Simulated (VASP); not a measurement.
Pt: electrostatic potential with LDA

Crystal: Pt.

```xyz
1
Lattice="0.0000 1.9485 1.9485 1.9485 0.0000 1.9485 1.9485 1.9485 0.0000" Properties=species:S:1:pos:R:3 pbc="T T T"
Pt    0.0000    1.9485    1.9485
```

The cell was built by a generator and needn't be a form met in nature.

| Property | Result |
| --- | --- |
| Program | VASP 6.6.1 |
| Task | electrostatic potential |
| Functional | LDA |
| Potentials or basis | VASP PAW LDA potentials, release 64 (Pt) |
| Cutoff | 520 eV |
| k mesh | 18 × 18 × 18 |
| Occupations | methfessel-paxton, width 0.1 eV |
| Spin | no spin polarisation |
| Further INCAR settings | ALGO = Fast; EDIFF = 1e-06 |

* Pressure: -0.1 GPa
* Band gap on the k mesh: none (metal or under the smearing width)

Levels at points of the mesh, in eV from the Fermi level:
```tsv
k point	band 3	band 4	band 5	band 6	band 7	band 8
(0.00, 0.00, 0.00)	-3.94	-3.94	-1.68	-1.68	14.56	19.59
(0.50, 0.00, 0.00)	-4.00	-0.56	0.04	0.04	5.97	14.14
(0.50, 0.50, 0.00)	0.03	0.51	0.51	1.72	9.07	11.39
```

Wall time 12 s on 1 thread of Intel(R) Xeon(R) Platinum 8559C (Emerald Rapids) (shared host), peak memory 0.13 GiB.

The run has no spin-orbit coupling, so splittings on Pt are missing.
